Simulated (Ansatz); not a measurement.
## How far is PAW off for TaS$_{2}$?

```xyz
3
Lattice="3.3795 0.0000 0.0000 -1.6897 2.9267 0.0000 0.0000 0.0000 6.7853" Properties=species:S:1:pos:R:3 pbc="T T T"
Ta    0.0000    0.0000    0.0000
S     0.0000    1.9511    1.5322
S     1.6897    0.9756    5.2531
```

Atom numbers follow the list: Ta1, S2, S3.

The conventional cell has a = 3.379 Å, b = 3.379 Å, c = 6.785 Å, α = 90.00°, β = 90.00°, γ = 120.00°. Ta (atom 1) is surrounded by 6 S at 2.48 Å. Around S (atom 2) lie 3 Ta at 2.48 Å.

The cell was built from the CdI2 type and relaxed in the same program, and has space group P-3m1; it needn't be a known or the stable phase.

Spin polarisation is left out, and whether a magnetic state lies lower isn't shown here.

Spin–orbit coupling is left out, though it moves levels of the heavy atoms by tenths of an eV or more.

Methods: DFT, PBE, PAW with Ansatz's default frozen-core files, scalar-relativistic (Ansatz 0.2.0); DFT, PBE, all-electron PAW with datasets made for the crystal, scalar-relativistic (Ansatz 0.2.0); DFT, PBE, all-electron LAPW, scalar-relativistic (Ansatz 0.2.0).

For PAW: a Γ-centred 12×12×7 k mesh, Fermi–Dirac smearing of 0.08 eV, cutoff 420 eV, no spin polarisation. The crystal-made all-electron datasets (AE datasets) take a cutoff of 400 eV at this cell. LAPW targets a basis error of 1 meV/atom. The Ansatz runs share mesh, smearing and spin set-up. Plane-wave (PAW) pressures include the program's estimate of the Pulay term.

Stress and pressure are positive in compression.

No spin–orbit coupling: at heavy atoms the gradients can be off by tens of per cent for that reason.

In a metal, gradients converge slowly with the k mesh: the values move by tens of per cent from one mesh to another, at times in sign, so only the comparison on one mesh counts.

Levels count from the Fermi level.

| quantity | PAW | AE datasets | LAPW |
| --- | --- | --- | --- |
| pressure (GPa) | 0.02 | 0.06 | 0.06 |
| highest filled level at H (eV) | -3.500 | -3.499 | -3.499 |
| lowest empty level at H (eV) | 1.351 | 1.351 | 1.351 |
| highest filled level at L (eV) | -1.160 | -1.161 | -1.161 |
| lowest empty level at L (eV) | 2.406 | 2.411 | 2.411 |
| highest filled level at A (eV) | -0.805 | -0.804 | -0.804 |
| lowest empty level at A (eV) | 0.102 | 0.103 | 0.103 |
| field gradient Vzz at Ta1 (10²¹ V/m²) | -16.65 | -16.27 | – |
| field gradient Vzz at S2 (10²¹ V/m²) | -1.29 | -1.30 | – |

PAW's pressure differs from the LAPW value by -0.04 GPa. Datasets made for the crystal and LAPW share parts of one code, so their agreement isn't an independent check.
